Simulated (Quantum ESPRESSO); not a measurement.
The system is MnO2.

```xyz
6
Lattice="4.4004 0.0000 0.0000 0.0000 4.4004 0.0000 0.0000 0.0000 2.8671" Properties=species:S:1:pos:R:3 pbc="T T T"
Mn    2.2002    2.2002    1.4335
Mn    0.0000    0.0000    0.0000
O     3.5420    0.8585    1.4335
O     3.0587    3.0587    0.0000
O     0.8585    3.5420    1.4335
O     1.3418    1.3418    0.0000
```

The cell is a database's computed one.

Base run:

| Quantity | Value |
| --- | --- |
| Program | Quantum ESPRESSO 7.5 |
| Functional | PBEsol |
| Potentials or basis | GBRV 1.5 PBEsol |
| Cutoff | 612 eV |
| Density cutoff | 4898 eV |
| k mesh | 6 × 6 × 9 |
| Occupations | fermi-dirac, width 0.05 eV |
| Spin | collinear spin, ferromagnetic start |
| Starting moments | [4.0, 4.0, 0.0, 0.0, 0.0, 0.0] μB |

Its results: band gap on the k mesh none (metal or under the smearing width); pressure -2.3 GPa; net moment 5.98 μB per cell; site moments Mn +2.39; O +0.09 μB; largest force 0.050 eV/Å.

Problem. The run is repeated on the same cell with these changes: functional from PBEsol to LDA; potentials or basis from GBRV 1.5 PBEsol to GBRV 1.5 LDA. What comes out?

Solution. Band gap on the k mesh none (metal or under the smearing width); pressure -10.7 GPa; net moment 5.80 μB per cell; site moments Mn +2.29; O +0.10 μB; largest force 0.081 eV/Å.

Caveats: semilocal functionals often make such compounds metallic where correlation or magnetic order opens a gap, which also shifts bond lengths; only a ferromagnetic start was run, and an antiferromagnetic order may lie lower in energy.

Not every run made on this cell is shown here.
